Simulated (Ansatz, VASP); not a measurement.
**Two plane-wave programs on BaZrO3**

INCAR

```
SYSTEM = BaZrO3
PREC = Accurate
ENCUT = 600
EDIFF = 1E-6
ISMEAR = 0
SIGMA = 0.02
LREAL = .False.
LASPH = .True.
NELM = 100
ALGO = Fast
ISIF = 3
LWAVE = .False.
LCHARG = .False.
GGA = PE
IBRION = 2
NSW = 100
EDIFFG = -0.005
```

Contents of KPOINTS:

```
Automatic mesh
0
Gamma
  6 6 6
  0 0 0
```

File POSCAR:

```
BaZrO3
1.0
    4.1815000000      0.0000000000      0.0000000000
    0.0000000000      4.1815000000      0.0000000000
    0.0000000000      0.0000000000      4.1815000000
Ba Zr O
1 1 3
Direct
    0.5000000000      0.5000000000      0.5000000000
    0.0000000000      0.0000000000      0.0000000000
    0.5000000000      0.0000000000      0.0000000000
    0.0000000000      0.5000000000      0.0000000000
    0.0000000000      0.0000000000      0.5000000000
```

Input for Ansatz:

```yaml
crystal:
  lattice:
    - [4.1815, 0.0, 0.0]
    - [0.0, 4.1815, 0.0]
    - [0.0, 0.0, 4.1815]
  atoms:
    - { symbol: Ba, position: [0.5, 0.5, 0.5] }
    - { symbol: Zr, position: [0.0, 0.0, 0.0] }
    - { symbol: O, position: [0.5, 0.0, 0.0] }
    - { symbol: O, position: [0.0, 0.5, 0.0] }
    - { symbol: O, position: [0.0, 0.0, 0.5] }
basis:
  ecutwfc: 520.0
kpoints:
  mp_grid: { grid: [6, 6, 6] }
hamiltonian:
  xc: pbe
scf:
  occupations: { method: gaussian, width: 0.02 }
output:
  forces: true
  stress: true
  eigenvalues: true
  write_density: true
  write_potential: true
  elf: true
  volumetric_format: npy
relax:
  adjacent_minimum: "off"
  f_tol: 0.005
  max_steps: 80
  cell: { stress_tol: 0.05 }
```

Alike in both runs: task relaxation of cell and atoms; functional PBE; k mesh 6 × 6 × 6; occupations gaussian, width 0.02 eV; no spin polarisation.

|  | VASP | Ansatz |
| --- | --- | --- |
| version | VASP 6.6.1 | Ansatz 0.2.0 |
| potentials or method | VASP PAW PBE potentials, release 64 (Ba_sv, Zr_sv, O) | scalar-relativistic, plane waves, PAW |
| plane-wave cutoff (eV) | 600 | 520 |
| valence electrons in the cell | 40 | 40 |

Ansatz gave:

- gap on the k mesh at the Fermi level, each at its own relaxed structure (eV): 3.18
- relaxed volume (Å³/atom): 15.11
- relaxed cell length with the largest relative difference (Å): 4.227
- energy change over the relaxation (meV/atom): -8

Q: Which values does VASP return?

A: gap on the k mesh at the Fermi level, each at its own relaxed structure (eV): 3.12; relaxed volume (Å³/atom): 15.19; relaxed cell length with the largest relative difference (Å): 4.235; energy change over the relaxation (meV/atom): -11.

Caveats: spin-orbit coupling is left out, which moves the levels of the heavy elements. Zero-point motion and thermal expansion aren't in these numbers. A k mesh can miss the band edges.
